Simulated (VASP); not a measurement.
## From VASP inputs to Ansatz: AlN (zincblende)

INCAR, step 1 (PBE orbitals to start from)

```
ENCUT = 520
LWAVE = .TRUE.
LASPH = .TRUE.
PREC = Accurate
ISMEAR = 0
GGA = PE
NELM = 120
NBANDS = 11
LREAL = .FALSE.
LCHARG = .FALSE.
EDIFF = 1E-5
SIGMA = 0.01
```

INCAR, step 2

```
PREC = Accurate
GGA = PE
LREAL = .FALSE.
SIGMA = 0.01
ISMEAR = 0
ISIF = 2
PRECFOCK = Fast
LWAVE = .FALSE.
NBANDS = 11
ISTART = 1
NSW = 0
EDIFF = 1E-7
ENCUT = 520
NELM = 120
LCHARG = .FALSE.
LHFCALC = .TRUE.
LASPH = .TRUE.
AEXX = 0.25
ALGO = Normal
IBRION = -1
HFSCREEN = 0.2079
```

KPOINTS

```
KPOINTS created by Atomic Simulation Environment
0
Gamma
8 8 8
0 0 0
```

KPOINTS_OPT

```
special points
6
Reciprocal
0.0000000000 0.0000000000 0.0000000000 1
0.5000000000 0.0000000000 0.5000000000 1
0.5000000000 0.2500000000 0.7500000000 1
0.3750000000 0.3750000000 0.7500000000 1
0.5000000000 0.5000000000 0.5000000000 1
0.6250000000 0.2500000000 0.6250000000 1
```

POSCAR

```
Al N
 1.0000000000000000
    -0.0000000000000000    2.1848764129093445    2.1848764129093445
     2.1848764129093445    0.0000000000000000    2.1848764129093445
     2.1848764129093445    2.1848764129093445    0.0000000000000000
 Al  N
   1   1
Cartesian
  0.0000000000000000  0.0000000000000000  0.0000000000000000
  1.0924382064546723  1.0924382064546723  1.0924382064546723
```

VASP ran with the recommended PBE PAW datasets (8 valence electrons in the cell).

Q: Write an Ansatz input for this cell and level of theory.

A: 

```yaml
crystal:
  lattice:
    - [0.0, 2.1848764129, 2.1848764129]
    - [2.1848764129, 0.0, 2.1848764129]
    - [2.1848764129, 2.1848764129, 0.0]
  atoms:
    - { symbol: Al, position: [0.0, 0.0, 0.0] }
    - { symbol: "N", position: [0.25, 0.25, 0.25] }
kpoints:
  mp_grid: { grid: [8, 8, 8] }
  band_path:
    path:
      - [0.0, 0.0, 0.0]
      - [0.5, 0.0, 0.5]
      - [0.5, 0.25, 0.75]
      - [0.375, 0.375, 0.75]
      - [0.5, 0.5, 0.5]
      - [0.625, 0.25, 0.625]
    npoints: 1
hamiltonian:
  xc: hse06
scf:
  occupations: { method: fixed }
  n_extra_bands: 4
output:
  forces: true
  stress: true
  eigenvalues: true
```

Other inputs would serve too.

|  | VASP | Ansatz |
| --- | --- | --- |
| gap between bands v and c | 4.55 eV | 4.55 eV |
| least direct gap | 5.54 eV | 5.55 eV |
| pressure | -0.8 GPa | -0.6 GPa |

Datasets and cutoffs are each program's own. VASP's cell holds 8 valence electrons and Ansatz's 8. Ansatz's stress includes a Pulay correction; VASP's doesn't.
